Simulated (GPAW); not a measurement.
Runs of GPAW 26.7.0 on HgSe. Symmetry: F-43m, No. 216, cubic system. Conventional cell: a = 6.078 Å, b = 6.078 Å, c = 6.078 Å, α = 90.00°, β = 90.00°, γ = 90.00°. Hg (site symmetry -43m) has 4 Se at 2.63 Å as nearest neighbours. Se (site symmetry -43m) is surrounded by 4 Hg at 2.63 Å. 

```tsv
task	level	potentials or basis	k mesh	cutoff (eV)	smearing	maxiter	fermi k mesh	gap on the mesh (eV)	pressure (GPa)	V0 of scaled cells (Å³/atom)	B0 (GPa)
electron localisation function	PW91	PAW data sets generated in the run's folder for this functional, pw	5 × 5 × 5	510	fermi-dirac 0.01 eV	150	-	none	5.0	-	-
equation of state	LDA	the program's PAW data sets (release 1.2.1) made for this functional, pw	6 × 6 × 6	600	fermi-dirac 0.05 eV	150	-	-	-	(b)	(a)
single point	LDA	the program's PAW data sets (release 1.2.1) made for this functional, pw	6 × 6 × 6	500	fermi-dirac 0.01 eV	150	-	none	-0.1	-	-
equation of state	AM05	PAW data sets generated in the run's folder for this functional, pw	6 × 6 × 6	600	fermi-dirac 0.05 eV	150	-	-	-	29.38	48
equation of state	PBEint	PAW data sets generated in the run's folder for this functional, pw	6 × 6 × 6	600	fermi-dirac 0.05 eV	150	-	-	-	29.61	48
Fermi surface	PW91	PAW data sets generated in the run's folder for this functional, pw	5 × 5 × 5	510	fermi-dirac 0.01 eV	150	8 × 8 × 8	none	5.0	-	-
single point	LDA	the program's PAW data sets (release 1.2.1) made for this functional, pw	6 × 6 × 6	450	fermi-dirac 0.05 eV	80	-	none	-0.4	-	-
```

Alike in all rows: no spin polarisation; cell as given.

Fill in the values left out.

(a) 57; (b) 28.06.

Caveats: the cutoff is short for stress and forces, so pressures can be off by a GPa or more (some runs).

A k mesh can miss the band edges, and the runs leave out spin-orbit coupling on Hg, Se.

A gap of «none» marks a metal or a gap under the smearing width.

Runs at the PBE level aren't shown here.
